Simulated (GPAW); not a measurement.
# SrO (Fm-3m) in GPAW: further runs, part 2 of 2

GPAW 26.7.0. Earlier steps stand in the parts before.

## 5. Band structure, rSCAN, spin-orbit coupling, no magnetisation

run.py reads:

```python
import numpy as np
from ase.dft.bandgap import bandgap
from ase.io import read, write
from ase.units import GPa
from gpaw import GPAW, PW
from gpaw.spinorbit import soc_eigenstates

atoms = read('POSCAR')

calc = GPAW(mode=PW(800),
            xc='MGGA_X_RSCAN+MGGA_C_RSCAN',
            kpts={'size': (7, 7, 7), 'gamma': True},
            occupations={'name': 'fermi-dirac', 'width': 0.05},
            nbands=16,
            convergence={'density': 1e-05, 'energy': 1e-05},
            maxiter=150,
            txt='gpaw.txt')
atoms.calc = calc
energy = atoms.get_potential_energy()
forces = atoms.get_forces()
stress = atoms.get_stress()
calc.write('gs.gpw')
write('result.traj', atoms)
print(f'Energy: {energy:.6f} eV')
print('Forces (eV/A):')
print(forces.round(4))
print('Stress (GPa):', (stress / GPa).round(3))
print('Fermi level:', round(calc.get_fermi_level(), 4), 'eV')
print(f'Gap: {bandgap(calc)[0]:.4f} eV, direct: {bandgap(calc, direct=True)[0]:.4f} eV')

path = atoms.cell.bandpath('GXWKGLUWLK,UX', npoints=80, eps=1e-4)
bs_calc = calc.fixed_density(kpts=path, symmetry='off', nbands=26,
                             convergence={'bands': 'CBM+6.0', 'eigenstates': 1e-6}, txt='bands.txt')
bs = bs_calc.band_structure()
bs.write('bs.json')
print(f'Gap on the path: {bandgap(bs_calc)[0]:.4f} eV')

soc = soc_eigenstates(bs_calc, theta=0, phi=0, ignore_xc_potential=True)
np.savetxt('soc_bands.dat', soc.eigenvalues(), fmt='%.4f')
mesh = soc_eigenstates('gs.gpw', theta=0, phi=0, ignore_xc_potential=True)
np.savetxt('soc_mesh.dat', mesh.eigenvalues(), fmt='%.4f')
print('Fermi level with spin-orbit coupling:', round(mesh.fermi_level, 4), 'eV')
```

POSCAR reads:

```
SrO
1.0
    0.0000000000      2.5663000000      2.5663000000
    2.5663000000      0.0000000000      2.5663000000
    2.5663000000      2.5663000000      0.0000000000
Sr O
1 1
Direct
    0.5000000000      0.5000000000      0.5000000000
    0.0000000000      0.0000000000      0.0000000000
```

Potentials or basis: GPAW PAW data sets (gpaw-data 1.2.1), pw.

Command:

```sh
OMP_NUM_THREADS=1 python run.py
```

gpaw.txt:

```text
__  _  _
 | _ |_)|_||  |
 |__||  | ||/\| - 26.7.0

Input parameters:
  mode=PW(ecut=800.0),
  convergence={'density': 1e-05, 'energy': 1e-05},
  kpts=MonkhorstPack(size=(7, 7, 7), gamma=True),
  maxiter=150,
  nbands=16,
  occupations=Occupations(name='fermi-dirac', width=0.05),
  xc=XC(name='MGGA_X_RSCAN+MGGA_C_RSCAN')

Diagonalizing LCAO Hamiltonian
Converting LCAO to pw mode

               Sr

       O

Atoms  # Å, Bohr magnetons
|   | symbol |        x |        y |        z |    initial magnetic moments |
|---|--------|----------|----------|----------|-----------------------------|
| 0 |     Sr | 2.566300 | 2.566300 | 2.566300 | ( 0.0000,  0.0000,  0.0000) |
| 1 |      O | 0.000000 | 0.000000 | 0.000000 | ( 0.0000,  0.0000,  0.0000) |

Unit cell  # Å
| periodic |        x |        y |        z |  lengths |    angles |
|----------|----------|----------|----------|----------|-----------|
|      yes | 0.000000 | 2.566300 | 2.566300 | 3.629296 | 60.000000 |
|      yes | 2.566300 | 0.000000 | 2.566300 | 3.629296 | 60.000000 |
|      yes | 2.566300 | 2.566300 | 0.000000 | 3.629296 | 60.000000 |

Number of symmetries: 48
Symmetry operations  # r_c * U_cc + t_c -> r_c
|    | kind |            matrix            |
|----|------|------------------------------|
|  0 |  σ   |  1, 0, 0,  1, 0,-1,  1,-1, 0 |
|  1 |  C2  |  1, 0, 0,  1,-1, 0,  1, 0,-1 |
|  2 |  E   |  1, 0, 0,  0, 1, 0,  0, 0, 1 |
|  3 |  σ   |  1, 0, 0,  0, 0, 1,  0, 1, 0 |
[... 171 lines left out ...]
- Maximum [total energy] change in last 3 cyles: 1e-05 eV / valence electron
- Maximum integral of absolute [eigenst]ate change: 4e-08 eV^2 / valence electron
maximum number of iterations: 150

SCF iterations
|iter     | |      energy | eigst |  dens |
|---------|-|-------------|-------|-------|
|iter:   1| |  -48.251429 | +0.40 |       |
|iter:   2| |  -38.214770 | -1.59 | -0.90 |
|iter:   3| |  -37.100038 | -0.97 | -0.95 |
|iter:   4| |  -37.123544 | -2.24 | -1.39 |
|iter:   5| |  -37.135089 | -2.71 | -1.62 |
|iter:   6| |  -37.135163 | -4.45 | -2.62 |
|iter:   7| |  -37.135245c| -5.20 | -2.90 |
|iter:   8| |  -37.135246c| -6.77 | -3.87 |
|iter:   9| |  -37.135246c| -7.89c| -4.38 |
|iter:  10| |  -37.135246c| -8.53c| -5.24c|

Converged in 10 steps
Energy contributions relative to reference atoms: (reference = -88537.622309)

Energy contributions:
  Kinetic:          14.981319
  Coulomb:         -11.615309
  Zero:             -0.265918
  External:          0.000000
  Xc:              -40.235338
  Entropy:          -0.000000
  Spinorbit:         0.000000
  ----------------------------
  Free energy:     -37.135246
  Extrapolated:    -37.135246

dipole moment: (-14.421007, -14.421007, -14.421007)  # |e|*Ang

Fermi level: 6.064
Eigenvalues  # (at kpt = [0.000, 0.000, 0.000])
| band index |      eig [eV] | occ [0-2] |
|------------|---------------|-----------|
|          0 |       -28.528 |     2.000 |
|          1 |       -11.186 |     2.000 |
|          2 |        -9.582 |     2.000 |
|          3 |        -9.582 |     2.000 |
|          4 |        -9.582 |     2.000 |
|          5 |         4.760 |     2.000 |
[... 8 lines left out ...]
|         14 |        17.858 |     0.000 |
|         15 |        29.329 |     0.000 |

Gap: 3.912 eV
Transition (v -> c):
  (s=0, k=0, n=7, [0.00, 0.00, 0.00]) -> (s=0, k=16, n=8, [0.43, 0.43, 0.00])
Direct/indirect transitions are different
Direct gap: 3.996 eV
Transition at: (s=0, k=16, n=7, [0.43, 0.43, 0.00])

Forces  # eV/Ang
|        x |        y |       z |
|----------|----------|---------|
|  0.00000 | -0.00000 | 0.00000 |  # Sr   0
| -0.00000 | -0.00000 | 0.00000 |  # O    1

Stress tensor  # eV/Ang^3
|         x |         y |         z |
|-----------|-----------|-----------|
| -0.009893 | -0.000000 | -0.000000 |
| -0.000000 | -0.009893 |  0.000000 |
| -0.000000 |  0.000000 | -0.009893 |

# Writing to gs.gpw (mode='')
```

Run time: 64 s. Hardware: 1 thread of AMD EPYC 9R14 (Zen 4), shared host; peak memory 0.35 GiB.

Results:

```
Free energy             : -37.1352 eV
Pressure                : 1.6 GPa
Band gap on the k mesh  : 3.89 eV, indirect (least direct gap 3.96 eV)
Band gap along the path : 3.79 eV, indirect (least direct gap 3.85 eV)
```

Levels at the corners of the path, in eV from the valence-band top:
| point | band 13 | band 14 | band 15 | band 16 | band 17 | band 18 | band 19 | band 20 |
| --- | --- | --- | --- | --- | --- | --- | --- | --- |
| Γ | 0.00 | 0.00 | 0.00 | 0.00 | 4.67 | 4.67 | 6.81 | 6.81 |
| X | -0.12 | -0.12 | -0.05 | -0.05 | 3.79 | 3.79 | 8.57 | 8.57 |
| W | -0.45 | -0.45 | -0.37 | -0.37 | 6.57 | 6.57 | 6.58 | 6.58 |
| K | -0.57 | -0.57 | -0.44 | -0.44 | 5.31 | 5.31 | 8.52 | 8.52 |
| Γ | 0.00 | 0.00 | 0.00 | 0.00 | 4.67 | 4.67 | 6.81 | 6.81 |
| L | -1.11 | -1.11 | -1.10 | -1.10 | 7.15 | 7.15 | 9.04 | 9.04 |
| U | -0.57 | -0.57 | -0.44 | -0.44 | 5.31 | 5.31 | 8.52 | 8.52 |
| W | -0.45 | -0.45 | -0.37 | -0.37 | 6.57 | 6.57 | 6.58 | 6.58 |
| L | -1.11 | -1.11 | -1.10 | -1.10 | 7.15 | 7.15 | 9.04 | 9.04 |
| K | -0.57 | -0.57 | -0.44 | -0.44 | 5.31 | 5.31 | 8.52 | 8.52 |
| U | -0.57 | -0.57 | -0.44 | -0.44 | 5.31 | 5.31 | 8.52 | 8.52 |
| X | -0.12 | -0.12 | -0.05 | -0.05 | 3.79 | 3.79 | 8.57 | 8.57 |

Caveat: spin-orbit coupling was added after a scalar SCF, so levels and gaps hold it while energy, forces, pressure and moments don't; this program's spin-orbit splittings come out too wide for heavy elements; the PAW data sets were made with another functional, which shifts forces and pressure a little; the mesh misses the band edges, which the band path finds closer together.

## 6. The runs side by side

| task | level | potentials or basis | spin | cutoff (eV) | band path | band points | spin axis theta (degrees) | spin axis phi (degrees) | grid spacing | gap on the mesh (eV) | V0 of scaled cells (Å³/atom) | B0 (GPa) |
| --- | --- | --- | --- | --- | --- | --- | --- | --- | --- | --- | --- | --- |
| equation of state | PBE+D3 | GPAW PAW data sets (gpaw-data 1.2.1), pw | off | 800 | - | - | - | - | - | - | 17.21 | 89 |
| equation of state | BP86 | PAW data sets generated in the run's folder for this functional, pw | off | 800 | - | - | - | - | - | - | 17.58 | 85 |
| band structure | PBE | GPAW PAW data sets (gpaw-data 1.2.1), fd | off | - | GXWKGLUWLK,UX | 80 | - | - | 0.2 Å | 3.43 | - | - |
| band structure | rSCAN | GPAW PAW data sets (gpaw-data 1.2.1), pw | SOC, no magnetisation | 800 | GXWKGLUWLK,UX | 80 | 0 | 0 | - | 3.89 | - | - |

Alike in all rows: cell as given; k mesh 7 × 7 × 7; smearing fermi-dirac 0.05 eV.

Caveats: the mesh misses the band edges, which the band path finds closer together (some runs); the real-space grid adds noise to forces (some runs); spin-orbit coupling was added after a scalar SCF, so levels and gaps hold it while energy, forces, pressure and moments don't (some runs); this program's spin-orbit splittings come out too wide for heavy elements (some runs); the PAW data sets were made with another functional, which shifts forces and pressure a little (some runs).

Total energies depend on the potentials used, so only differences within one code and one set of settings carry meaning.
